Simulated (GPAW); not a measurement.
Crystal: Ti.

```xyz
1
Lattice="-1.6410 1.6410 1.6410 1.6410 -1.6410 1.6410 1.6410 1.6410 -1.6410" Properties=species:S:1:pos:R:3 pbc="T T T"
Ti    0.0000    0.0000    0.0000
```

This isn't the form of Ti at room conditions, which is hcp.

- Program: GPAW 26.7.0
- Task: relaxation of cell and atoms
- Functional: PBEsol
- Dispersion: D3(BJ)+ATM
- Potentials or basis: PAW data sets generated in the run's folder for this functional
- Cutoff: 600 eV
- Basis: pw
- k mesh: 11 × 11 × 11
- Occupations: fermi-dirac, width 0.05 eV
- Spin: no spin polarisation

At the start: pressure -11.7 GPa; volume 17.68 Å³/atom.

Task: Where does the relaxation end?

Result: Over 4 steps the energy falls by 67.7 meV/atom and the volume is 15.76 Å³/atom (-10.8 %); space group Im-3m (No. 229, to 0.05 Å).

Step by step:
| step | energy change (eV) | largest force (eV/Å) | pressure (GPa) | volume (Å³) |
| --- | --- | --- | --- | --- |
| 1 | 0.0000 | 0.0000 | -11.69 | 17.68 |
| 2 | -0.0510 | 0.0000 | -6.68 | 16.73 |
| 3 | -0.0670 | 0.0000 | 0.71 | 15.67 |
| 4 | -0.0677 | 0.0000 | -0.03 | 15.76 |

Final structure:
```
Ti
1.0
    -1.57957    1.57957    1.57957
     1.57957   -1.57957    1.57957
     1.57957    1.57957   -1.57957
Ti
1
Direct
  0.00000 0.00000 0.00000
```

Caveat: later steps reuse the first step's grids; pairwise dispersion overbinds metals, which lowers pressure and volume.
